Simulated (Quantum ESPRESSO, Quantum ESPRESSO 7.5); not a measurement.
# 2H-MoTe2, 1 layer: cutoff convergence

Wanted: the cheapest sound input for 2H-MoTe2, 1 layer, from a series that sets result against time.

Main program and level: Quantum ESPRESSO 7.5; plane-wave DFT, PBE, SG15 norm-conserving pseudopotentials.

**1. Starting point**

The cell holds 3 atoms: 2 Te and 1 Mo. Cell: a = 3.550 Å, b = 3.550 Å, c = 20.774 Å, α = 90.0°, β = 90.0°, γ = 120.0°. It derives from MoTe2. Vacuum lies along c.

**2. Self-consistent run: ecutwfc 90 Ry, ecutrho 360 Ry**

The first run is the reference of the series.

Input file c0.in:

```
&control
  prefix = 'c0'
  outdir = './out'
  pseudo_dir = './pseudo'
  calculation = 'scf'
  tprnfor = .true.
/
&system
  ibrav = 0
  nat = 3
  ntyp = 2
  ecutwfc = 90
  ecutrho = 360
  occupations = 'smearing'
  smearing = 'fd'
  degauss = 0.004
  assume_isolated = 'esm'
  esm_bc = 'bc1'
/
&electrons
  conv_thr = 1e-07
  mixing_beta = 0.4
  electron_maxstep = 120
  mixing_mode = 'local-TF'
/
ATOMIC_SPECIES
  Te  127.6000  Te_ONCV_PBE-1.2.upf
  Mo  95.9500  Mo_ONCV_PBE-1.2.upf
CELL_PARAMETERS angstrom
  3.55000000000000 0.00000000000000 0.00000000000000
  -1.77500000000000 3.07439018343476 0.00000000000000
  0.00000000000000 0.00000000000000 20.77410263064833
ATOMIC_POSITIONS crystal
  Te  0.333333333333 0.666666666667 -0.090836718624
  Mo  0.000000000000 0.000000000000 0.000000000000
  Te  0.333333333333 0.666666666667 0.090836718624
K_POINTS automatic
  12 12 1 0 0 0
```

Run with:

```bash
$ OMP_NUM_THREADS=1 mpirun -n 4 pw.x -nk 4 -in c0.in > c0.out
```

Output:

```text
Program PWSCF v.7.5 starts
[citation notice left out]

     Parallel version (MPI & OpenMP), running on       4 processor cores
     Number of MPI processes:                 4
     Threads/MPI process:                     1

     MPI processes distributed on     1 nodes
[...]
Current dimensions of program PWSCF are:
     Max number of different atomic species (ntypx) = 10
     Max number of k-points (npk) =  40000
     Max angular momentum in pseudopotentials (lmaxx) =  4
     Message from routine setup:
     using ibrav=0 with symmetry is DISCOURAGED, use correct ibrav instead

     K-points division:     npool     =       4
     Subspace diagonalization in iterative solution of the eigenvalue problem:
     a serial algorithm will be used

     G-vector sticks info
     --------------------
     sticks:   dense  smooth     PW     G-vecs:    dense   smooth      PW
     Sum        1123    1123    313               176487   176487   26731

     Using Slab Decomposition

     bravais-lattice index     =            0
     lattice parameter (alat)  =       6.7085  a.u.
     unit-cell volume          =    1530.0521 (a.u.)^3
     number of atoms/cell      =            3
     number of atomic types    =            2
     number of electrons       =        46.00
     number of Kohn-Sham states=           28
     kinetic-energy cutoff     =      90.0000  Ry
     charge density cutoff     =     360.0000  Ry
     scf convergence threshold =      1.0E-07
     mixing beta               =       0.4000
     number of iterations used =            8  local-TF  mixing
     Exchange-correlation= PBE
                           (   1   4   3   4   0   0   0)

     Effective Screening Medium Method
     =================================
     Boundary Conditions: Vacuum-Slab-Vacuum
     total charge in unit cell        =   0.0000
     grid points for fit at edges     =        4

     celldm(1)=   6.708528  celldm(2)=   0.000000  celldm(3)=   0.000000
     celldm(4)=   0.000000  celldm(5)=   0.000000  celldm(6)=   0.000000

     crystal axes: (cart. coord. in units of alat)
               a(1) = (   1.000000   0.000000   0.000000 )
               a(2) = (  -0.500000   0.866025   0.000000 )
               a(3) = (   0.000000   0.000000   5.851860 )

     reciprocal axes: (cart. coord. in units 2 pi/alat)
               b(1) = (  1.000000  0.577350 -0.000000 )
               b(2) = (  0.000000  1.154701  0.000000 )
               b(3) = (  0.000000 -0.000000  0.170886 )

     PseudoPot. # 1 for Te read from file:
     ./pseudo/Te_ONCV_PBE-1.2.upf
     Pseudo is Norm-conserving, Zval = 16.0
     Generated using ONCVPSP code by D. R. Hamann
     Using radial grid of  602 points,  6 beta functions with:
                l(1) =   0
                l(2) =   0
                l(3) =   1
                l(4) =   1
                l(5) =   2
                l(6) =   2

     PseudoPot. # 2 for Mo read from file:
     ./pseudo/Mo_ONCV_PBE-1.2.upf
     Pseudo is Norm-conserving, Zval = 14.0
     Generated using ONCVPSP code by D. R. Hamann
     Using radial grid of  602 points,  6 beta functions with:
                l(1) =   0
                l(2) =   0
                l(3) =   1
                l(4) =   1
                l(5) =   2
                l(6) =   2

     atomic species   valence    mass     pseudopotential
     Te               16.00   127.60000     Te( 1.00)
     Mo               14.00    95.95000     Mo( 1.00)

     12 Sym. Ops. (no inversion) found

   Cartesian axes

     site n.     atom                  positions (alat units)
         1        Te     tau(   1) = (  -0.0000000   0.5773503  -0.5315638  )
         2        Mo     tau(   2) = (   0.0000000   0.0000000   0.0000000  )
         3        Te     tau(   3) = (  -0.0000000   0.5773503   0.5315638  )

     number of k points=    19  Fermi-Dirac smearing, width (Ry)=  0.0040
                       cart. coord. in units 2pi/alat
        k(    1) = (   0.0000000   0.0000000   0.0000000), wk =   0.0138889
        k(    2) = (   0.0000000   0.0962250   0.0000000), wk =   0.0833333
        k(    3) = (   0.0000000   0.1924501   0.0000000), wk =   0.0833333
        k(    4) = (   0.0000000   0.2886751   0.0000000), wk =   0.0833333
        k(    5) = (   0.0000000   0.3849002   0.0000000), wk =   0.0833333
        k(    6) = (   0.0000000   0.4811252   0.0000000), wk =   0.0833333
        k(    7) = (   0.0000000  -0.5773503   0.0000000), wk =   0.0416667
        k(    8) = (   0.0833333   0.1443376   0.0000000), wk =   0.0833333
        k(    9) = (   0.0833333   0.2405626   0.0000000), wk =   0.1666667
        k(   10) = (   0.0833333   0.3367877   0.0000000), wk =   0.1666667
[...]
k(   19) = (   0.3333333   0.5773503   0.0000000), wk =   0.0277778

     Dense  grid:   176487 G-vectors     FFT dimensions: (  45,  45, 240)

     Estimated max dynamical RAM per process >     266.34 MB

     Estimated total dynamical RAM >     936.08 MB

     Initial potential from superposition of free atoms

     starting charge      45.8317, renormalised to      46.0000

     negative rho (up, down):  3.967E-04 0.000E+00
     Starting wfcs are random

     total cpu time spent up to now is        1.9 secs

     per-process dynamical memory:   153.8 Mb

     Self-consistent Calculation

     iteration #  1     ecut=    90.00 Ry     beta= 0.40
     Davidson diagonalization with overlap
     c_bands:  2 eigenvalues not converged
     c_bands:  4 eigenvalues not converged
     ethr =  1.00E-02,  avg # of iterations = 41.6

     Threshold (ethr) on eigenvalues was too large:
     Diagonalizing with lowered threshold

     Davidson diagonalization with overlap
     c_bands:  2 eigenvalues not converged
     c_bands:  5 eigenvalues not converged
     c_bands:  2 eigenvalues not converged
     c_bands:  1 eigenvalues not converged
     c_bands:  1 eigenvalues not converged
     ethr =  3.73E-04,  avg # of iterations = 18.9

     total cpu time spent up to now is       83.3 secs

     total energy              =    -486.75517858 Ry
     estimated scf accuracy    <       0.38346675 Ry

     iteration #  2     ecut=    90.00 Ry     beta= 0.40
[...]
total energy              =    -486.73429324 Ry
     estimated scf accuracy    <       0.14007132 Ry

     iteration #  3     ecut=    90.00 Ry     beta= 0.40
[...]
total energy              =    -486.73587965 Ry
     estimated scf accuracy    <       0.02166220 Ry

[...]
iteration #  5     ecut=    90.00 Ry     beta= 0.40
[...]
c_bands:  1 eigenvalues not converged
[...]
total energy              =    -486.76457943 Ry
     estimated scf accuracy    <       0.00242929 Ry

     iteration #  6     ecut=    90.00 Ry     beta= 0.40
[...]
c_bands:  2 eigenvalues not converged
     c_bands:  1 eigenvalues not converged
     c_bands:  1 eigenvalues not converged
     c_bands:  2 eigenvalues not converged
     c_bands:  1 eigenvalues not converged
[...]
total energy              =    -486.76702890 Ry
     estimated scf accuracy    <       0.00325462 Ry

     iteration #  7     ecut=    90.00 Ry     beta= 0.40
[...]
c_bands:  1 eigenvalues not converged
[...]
total energy              =    -486.76718724 Ry
     estimated scf accuracy    <       0.00292921 Ry

     iteration #  8     ecut=    90.00 Ry     beta= 0.40
[...]
c_bands:  1 eigenvalues not converged
[...]
total energy              =    -486.76669547 Ry
     estimated scf accuracy    <       0.00178518 Ry

     iteration #  9     ecut=    90.00 Ry     beta= 0.40
[...]
c_bands:  1 eigenvalues not converged
[...]
total energy              =    -486.76682919 Ry
     estimated scf accuracy    <       0.00069699 Ry

     iteration # 10     ecut=    90.00 Ry     beta= 0.40
[...]
c_bands:  1 eigenvalues not converged
     c_bands:  1 eigenvalues not converged
     c_bands:  1 eigenvalues not converged
     c_bands:  1 eigenvalues not converged
     c_bands:  1 eigenvalues not converged
[...]
total energy              =    -486.76708332 Ry
     estimated scf accuracy    <       0.00032555 Ry

     iteration # 11     ecut=    90.00 Ry     beta= 0.40
[...]
c_bands:  1 eigenvalues not converged
[...]
negative rho (up, down):  1.100E-04 0.000E+00

[...]
total energy              =    -486.76688889 Ry
     estimated scf accuracy    <       0.00075603 Ry

     iteration # 12     ecut=    90.00 Ry     beta= 0.40
[...]
c_bands:  1 eigenvalues not converged
[...]
negative rho (up, down):  9.103E-06 0.000E+00

[...]
total energy              =    -486.76683092 Ry
     estimated scf accuracy    <       0.00020187 Ry

     iteration # 13     ecut=    90.00 Ry     beta= 0.40
[...]
c_bands:  1 eigenvalues not converged
[...]
total energy              =    -486.76662877 Ry
     estimated scf accuracy    <       0.00002192 Ry

     iteration # 14     ecut=    90.00 Ry     beta= 0.40
[...]
c_bands:  1 eigenvalues not converged
     c_bands:  1 eigenvalues not converged
     c_bands:  1 eigenvalues not converged
     c_bands:  1 eigenvalues not converged
     c_bands:  1 eigenvalues not converged
[...]
total energy              =    -486.76671574 Ry
     estimated scf accuracy    <       0.00012579 Ry

     iteration # 15     ecut=    90.00 Ry     beta= 0.40
[...]
total energy              =    -486.76671142 Ry
     estimated scf accuracy    <       0.00003407 Ry

     iteration # 16     ecut=    90.00 Ry     beta= 0.40
[...]
total energy              =    -486.76668456 Ry
     estimated scf accuracy    <       0.00001809 Ry

     iteration # 17     ecut=    90.00 Ry     beta= 0.40
[...]
negative rho (up, down):  5.524E-07 0.000E+00

[...]
total energy              =    -486.76667721 Ry
     estimated scf accuracy    <       0.00001127 Ry

     iteration # 18     ecut=    90.00 Ry     beta= 0.40
[...]
c_bands:  1 eigenvalues not converged
[...]
negative rho (up, down):  2.733E-06 0.000E+00

[...]
total energy              =    -486.76667344 Ry
     estimated scf accuracy    <       0.00000589 Ry

     iteration # 19     ecut=    90.00 Ry     beta= 0.40
[...]
End of self-consistent calculation

          k = 0.0000 0.0000 0.0000 ( 22049 PWs)   bands (ev):

   -65.5894 -41.3803 -41.3803 -41.3746 -41.3746 -41.3125 -41.3125 -41.3050
   -41.3050 -41.2928 -41.2877 -39.7140 -39.5716 -39.5716 -17.2295 -16.4700
    -9.6123  -6.7343  -6.1730  -6.1730  -5.4865  -5.4865  -5.4041  -1.8225
    -1.8223  -1.6482  -1.6479  -0.7486

          k = 0.0000 0.0962 0.0000 ( 22011 PWs)   bands (ev):

   -65.5889 -41.3799 -41.3789 -41.3752 -41.3734 -41.3130 -41.3128 -41.3066
   -41.3052 -41.2923 -41.2870 -39.7106 -39.5794 -39.5731 -17.1367 -16.4015
    -9.5062  -6.8389  -6.3894  -6.0977  -5.6095  -5.4859  -5.3984  -2.2297
    -2.2001  -1.8389  -1.7606  -0.5765

          k = 0.0000 0.1925 0.0000 ( 22033 PWs)   bands (ev):

   -65.5875 -41.3790 -41.3770 -41.3751 -41.3700 -41.3142 -41.3135 -41.3106
   -41.3055 -41.2908 -41.2852 -39.7014 -39.6006 -39.5774 -16.8671 -16.2028
    -9.2097  -7.1248  -6.9845  -5.9126  -5.8859  -5.6705  -5.4343  -3.0365
    -2.7593  -2.2801  -1.6311  -0.2471

          k = 0.0000 0.2887 0.0000 ( 22072 PWs)   bands (ev):

   -65.5856 -41.3798 -41.3776 -41.3699 -41.3653 -41.3159 -41.3158 -41.3144
   -41.3060 -41.2889 -41.2826 -39.6888 -39.6295 -39.5832 -16.4497 -15.8976
    -8.8213  -7.8153  -7.6378  -6.2700  -6.1000  -5.5957  -5.5830  -3.4792
    -2.7536  -2.7517  -1.5228   0.1898

          k = 0.0000 0.3849 0.0000 ( 22062 PWs)   bands (ev):

   -65.5837 -41.3829 -41.3763 -41.3646 -41.3607 -41.3205 -41.3176 -41.3152
   -41.3065 -41.2872 -41.2799 -39.6763 -39.6583 -39.5890 -15.9483 -15.5380
    -8.9957  -8.3762  -8.1881  -6.5824  -6.4073  -5.7295  -5.2704  -3.4735
    -3.1152  -2.3772  -1.4666   0.6792

          k = 0.0000 0.4811 0.0000 ( 22068 PWs)   bands (ev):

   -65.5822 -41.3854 -41.3753 -41.3607 -41.3573 -41.3238 -41.3189 -41.3157
   -41.3068 -41.2860 -41.2780 -39.6792 -39.6673 -39.5932 -15.4932 -15.2232
    -9.7302  -9.0319  -8.0043  -6.7900  -6.5348  -5.6362  -5.0483  -3.3054
    -3.2684  -1.9602  -1.4489  -0.4105

[...]
the Fermi energy is    -4.2595 ev

!    total energy              =    -486.76667515 Ry
     estimated scf accuracy    <       0.00000010 Ry
     smearing contrib. (-TS)   =      -0.00000055 Ry
     internal energy E=F+TS    =    -486.76667460 Ry

     The total energy is F=E-TS. E is the sum of the following terms:
     one-electron contribution =    2275.50536727 Ry
     hartree contribution      =   -1153.40854199 Ry
     xc contribution           =     -52.63791836 Ry
     ewald contribution        =   -1556.22558152 Ry

     convergence has been achieved in  19 iterations

     Forces acting on atoms (cartesian axes, Ry/au):

     atom    1 type  1   force =    -0.00000000    0.00000000    0.03283737
     atom    2 type  2   force =     0.00000000    0.00000000    0.00000000
     atom    3 type  1   force =     0.00000000    0.00000000   -0.03283737

     Total force =     0.046439     Total SCF correction =     0.001246

[...]
=------------------------------------------------------------------------------=
   JOB DONE.
=------------------------------------------------------------------------------=
[...]
```

Elapsed: 3.6 min, on 4 MPI ranks of Arm Neoverse V2, shared host; peak memory 1 GiB; 14 min of CPU time.

Read from the output:

- free energy: -6622.7980 eV
- Fermi energy: -4.260 eV
- valence top, on the run's zero: -4.763 eV
- conduction bottom, on the run's zero: -3.673 eV
- gap by band count: 1.090 eV
- vacuum line at the lower end of the cell, over the valence top: 4.763 eV
- vacuum line at the upper end of the cell, over the valence top: 4.763 eV

Electrostatic potential energy of an electron; zero at the highest filled level of the SCF mesh. The potential energy, planar mean by z:

```csv
z (Å),"potential energy, planar mean (eV)"
-10,4.76
-9,4.76
-8,4.76
-7,4.76
-6,4.76
-5,4.75
-4,4.59
-3,1.85
-2,-16.1
-1,-3.45
0,-20.1
1,-3.45
2,-16.1
3,1.85
4,4.59
5,4.75
6,4.76
7,4.76
8,4.76
9,4.76
10,4.76
```

The program's own clock; routines nest. Time by routine:

| routine | wall time (s) | calls |
| --- | --- | --- |
| PWSCF | 215.7 | 1 |
| electrons | 213.3 | 1 |
| c_bands | 181.9 | 20 |
| cegterg | 168.6 | 106 |
| h_psi | 134.3 | 1309 |
| vloc_psi | 119 | 1309 |
| fftw | 117.3 | 34730 |
| mix_rho | 15.89 | 20 |
| sum_band | 12.3 | 20 |
| ffts | 9.33 | 1690 |
| calbec | 7.58 | 1329 |
| add_vuspsi | 7.45 | 1309 |
| h_psi:calbec | 7.35 | 1309 |
| v_of_rho | 2.7 | 20 |

The vacuum levels are read from the outermost 0.7 Å of the cell on either side.

The run needed 19 iterations to bring the estimated error under 1e-07 Ry; the largest force on any atom, held or free, is 0.84 eV/Å.

Inside the slab this potential holds the local part of the pseudopotentials, which can be repulsive at the nuclei; only its value in the vacuum has a meaning of its own.

**3. SCF with pw.x: ecutwfc 75 Ry, ecutrho 300 Ry**

c1.in is the input of step 2 with these lines changed:

```diff
@@ -1,3 +1,3 @@
 &control
-  prefix = 'c0'
+  prefix = 'c1'
   outdir = './out'
@@ -11,4 +11,4 @@
   ntyp = 2
-  ecutwfc = 90
-  ecutrho = 360
+  ecutwfc = 75
+  ecutrho = 300
   occupations = 'smearing'
```

Run with:

```bash
$ OMP_NUM_THREADS=1 mpirun -n 4 pw.x -nk 4 -in c1.in > c1.out
```

Output:

```text
[banner, memory and clock lines left out]
Program PWSCF v.7.5 starts
[...]
Message from routine setup:
[...]
number of electrons       =        46.00
     number of Kohn-Sham states=           28
     kinetic-energy cutoff     =      75.0000  Ry
     charge density cutoff     =     300.0000  Ry
[...]
number of k points=    19  Fermi-Dirac smearing, width (Ry)=  0.0040
[...]
Dense  grid:   134335 G-vectors     FFT dimensions: (  40,  40, 225)
[...]
negative rho (up, down):  5.038E-04 0.000E+00
     Starting wfcs are random
[...]
estimated scf accuracy    <       0.40400491 Ry
[...]
estimated scf accuracy    <       0.13693051 Ry
[...]
estimated scf accuracy    <       0.02318086 Ry
[...]
estimated scf accuracy    <       0.01343506 Ry
[...]
estimated scf accuracy    <       0.00164786 Ry
[...]
estimated scf accuracy    <       0.00222274 Ry
[...]
estimated scf accuracy    <       0.00221136 Ry
[...]
estimated scf accuracy    <       0.00098507 Ry
[...]
estimated scf accuracy    <       0.00025645 Ry
[...]
estimated scf accuracy    <       0.00014389 Ry
[...]
negative rho (up, down):  2.664E-04 0.000E+00
[...]
estimated scf accuracy    <       0.00043451 Ry
[...]
negative rho (up, down):  4.262E-05 0.000E+00
[...]
estimated scf accuracy    <       0.00009099 Ry
[...]
negative rho (up, down):  6.235E-05 0.000E+00
[...]
estimated scf accuracy    <       0.00003522 Ry
[...]
negative rho (up, down):  1.614E-05 0.000E+00
[...]
estimated scf accuracy    <       0.00002186 Ry
[...]
negative rho (up, down):  1.080E-05 0.000E+00
[...]
estimated scf accuracy    <       0.00000415 Ry
[...]
negative rho (up, down):  1.157E-05 0.000E+00
[...]
estimated scf accuracy    <       0.00000169 Ry
[...]
negative rho (up, down):  2.172E-06 0.000E+00
[...]
estimated scf accuracy    <       0.00000267 Ry
[...]
estimated scf accuracy    <       0.00000051 Ry
[...]
estimated scf accuracy    <       0.00000438 Ry
[...]
negative rho (up, down):  9.305E-06 0.000E+00
[...]
estimated scf accuracy    <       0.00000352 Ry
[...]
estimated scf accuracy    <       0.00000305 Ry
[...]
estimated scf accuracy    <       0.00000303 Ry
[...]
estimated scf accuracy    <       0.00000202 Ry
[...]
estimated scf accuracy    <       0.00000173 Ry
[...]
estimated scf accuracy    <       0.00000025 Ry
[...]
the Fermi energy is    -4.2623 ev
!    total energy              =    -486.76667134 Ry
     estimated scf accuracy    <       0.00000005 Ry
     smearing contrib. (-TS)   =      -0.00000056 Ry
     internal energy E=F+TS    =    -486.76667079 Ry
[...]
one-electron contribution =    2275.49927017 Ry
     hartree contribution      =   -1153.40218613 Ry
     xc contribution           =     -52.63817331 Ry
     ewald contribution        =   -1556.22558152 Ry
     convergence has been achieved in  26 iterations
[...]
Total force =     0.048870     Total SCF correction =     0.000168
[...]
```

The job ended after 2.9 min (4 MPI ranks; peak memory 0.75 GiB; 11 min of CPU time).

Numbers from this step:

```
Fermi energy                                                   : -4.262 eV
valence top, on the run's zero                                 : -4.766 eV
conduction bottom, on the run's zero                           : -3.677 eV
gap by band count                                              : 1.089 eV
vacuum line at the lower end of the cell, over the valence top : 4.766 eV
vacuum line at the upper end of the cell, over the valence top : 4.766 eV
```

The program's own clock; routines nest. Time by routine:

```csv
routine,wall time (s),calls
PWSCF,170.7,1
electrons,169,1
c_bands,136.8,27
cegterg,126.6,141
h_psi,98.24,1419
vloc_psi,85.33,1419
fftw,84.31,39270
mix_rho,18.36,27
ffts,10.8,2616
sum_band,10.66,27
calbec,6.4,1439
add_vuspsi,6.3,1419
h_psi:calbec,6.24,1419
v_of_rho,2.79,27
```

Counted from each run's own zero (the valence top), the vacuum level differs from the first run's by +3 meV.

(Part 1 of 3 ends here.)

[Logs are printed without paths, hosts, clocks, repeated set-up lines and the standing remarks that a program may print on its own settings, such as how far it seeks lower states.]

[Hosts, paths, dates, database ids (printed as entryN), source tags and the programs' standing remarks are cut or masked in the printed files.]

[Maps of the electrostatic potential energy from Ansatz leave out the sawtooth potential of an applied field or a dipole correction, so their vacuum need not be flat; planar profiles and work functions include it.]
